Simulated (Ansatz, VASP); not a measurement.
**One calculation of MgS, two programs**

```
Mg S
1.0
    -0.06907    2.60152    2.60152
     2.60152   -0.06907    2.60152
     2.53245    2.53245    0.00000
Mg S
1 1
Direct
  0.00000 0.00000 0.00000
  0.50000 0.50000 0.50000
```

Change from the starting cell: shear_xy strain -5.3%.

Alike in both runs: task single point; functional PBE; k mesh 8 × 8 × 8; occupations fermi-dirac, width 0.02 eV; no spin polarisation.

```csv
,VASP,Ansatz
version,VASP 6.6.1,Ansatz 0.2.0
potentials or method,"VASP PAW PBE potentials, release 64 (Mg, S)","plane waves, PAW"
plane-wave cutoff (eV),520,420
valence electrons in the cell,8,16
```

|  | VASP | Ansatz | Ansatz less VASP |
| --- | --- | --- | --- |
| gap on the k mesh at the Fermi level (eV) | 2.42 | 2.43 | +0.013 |
| pressure (GPa) | 0.9 | 1.2 | +0.30 |
| largest component of the traceless stress (GPa) | 2.93 | 2.93 | -0.003 |

With one functional, cell and mesh, what is left measures potentials, basis and numerics. The two sets of potentials don't hold the same shells in valence.

A k mesh can miss the band edges.
